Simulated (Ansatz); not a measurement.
Al:

```
CELL_PARAMETERS angstrom
0.00000 2.02481 2.02481
2.02481 0.00000 2.02481
2.02481 2.02481 0.00000
ATOMIC_POSITIONS crystal
Al 0.00000 0.00000 0.00000
```

```yaml
Program: Ansatz 0.2.0
Task: phonons
Functional: PBEsol
Potentials_or_basis: all-electron LAPW, scalar-relativistic
Cutoff: 144 eV (chosen from the basis error)
Basis_error_allowed: 0.001 eV/atom
k_mesh: 8 × 8 × 8
Occupations: fermi-dirac, width 0.05 eV
Spin: no spin polarisation
Phonon_path: "[\"G\", \"X\", \"W\", \"K\", \"G\", \"L\"]"
```

Task: Is this structure dynamically stable at this level, and how far does the spectrum reach?

Result: Yes, as far as this q mesh shows: no mode on the path is imaginary. The highest frequency is 341 cm⁻¹.

A q mesh this small can miss soft modes between its points.

Caveat: the k mesh is thin for a metal, which can move the energy by tens of meV per atom; a metal's response needs a denser mesh.
